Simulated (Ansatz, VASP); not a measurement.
# Two plane-wave programs on Ti

Contents of POSCAR:

```
Ti
1.0
   -1.4276907929      1.4276907929      2.1720232679
    1.4276907929     -1.4276907929      2.1720232679
    1.4276907929      1.4276907929     -2.1720232679
Ti
1
Direct
    0.0000000000      0.0000000000      0.0000000000
```

Contents of INCAR.step1:

```
  PREC = Accurate
  ENCUT = 520
  ISMEAR = 0
  SIGMA = 0.1
  LREAL = False
  LASPH = True
  NELM = 100
  NBANDS = 12
  GGA = PE
  ALGO = Normal
  EDIFF = 1E-4
  LWAVE = True
  LCHARG = False
```

INCAR.step2

```
  PREC = Accurate
  ENCUT = 520
  EDIFF = 1E-6
  ISMEAR = 0
  SIGMA = 0.1
  LREAL = False
  LASPH = True
  NELM = 100
  ALGO = Normal
  ISIF = 2
  LWAVE = False
  LCHARG = False
  METAGGA = R2SCAN
  LMIXTAU = True
  NBANDS = 12
  ISTART = 1
```

The input KPOINTS:

```
regular mesh
0
Gamma
  8 8 8
```

Input for Ansatz:

```yaml
crystal:
  lattice:
    - [-1.4276907929, 1.4276907929, 2.1720232679]
    - [1.4276907929, -1.4276907929, 2.1720232679]
    - [1.4276907929, 1.4276907929, -2.1720232679]
  atoms:
    - { symbol: Ti, position: [0.0, 0.0, 0.0] }
basis:
  ecutwfc: 500
kpoints:
  mp_grid: { grid: [8, 8, 8] }
hamiltonian:
  xc: r2scan
scf:
  occupations: { method: gaussian, width: 0.1 }
  lower_state_search: "off"
output:
  forces: true
  stress: true
  eigenvalues: true
```

Alike in both runs: task single point; functional r2SCAN; k mesh 8 × 8 × 8; occupations gaussian, width 0.1 eV; no spin polarisation.

|  | VASP | Ansatz |
| --- | --- | --- |
| version | VASP 6.6.1 | Ansatz 0.2.0 |
| potentials or method | VASP PAW PBE potentials, release 64 (Ti_sv) | scalar-relativistic, plane waves, PAW |
| plane-wave cutoff (eV) | 520 | 500 |
| valence electrons in the cell | 12 | 12 |

Ansatz gave:

| Quantity | Value |
| --- | --- |
| gap on the k mesh at the Fermi level (eV) | none |
| pressure (GPa) | -1.8 |
| largest component of the traceless stress (GPa) | 1.72 |

Problem. Estimate VASP's values.

Solution. gap on the k mesh at the Fermi level (eV): none; pressure (GPa): -1.5; largest component of the traceless stress (GPa): 1.74.

A gap of «none» marks a metal or a gap that the smearing closes. The functional is the same, so the differences come from potentials, cutoffs and numerics.

Caveats: the k mesh is coarse (spacing up to 0.39 Å⁻¹), so the values aren't converged; the PAW data sets were made with another functional, which shifts forces and pressure a little (VASP).
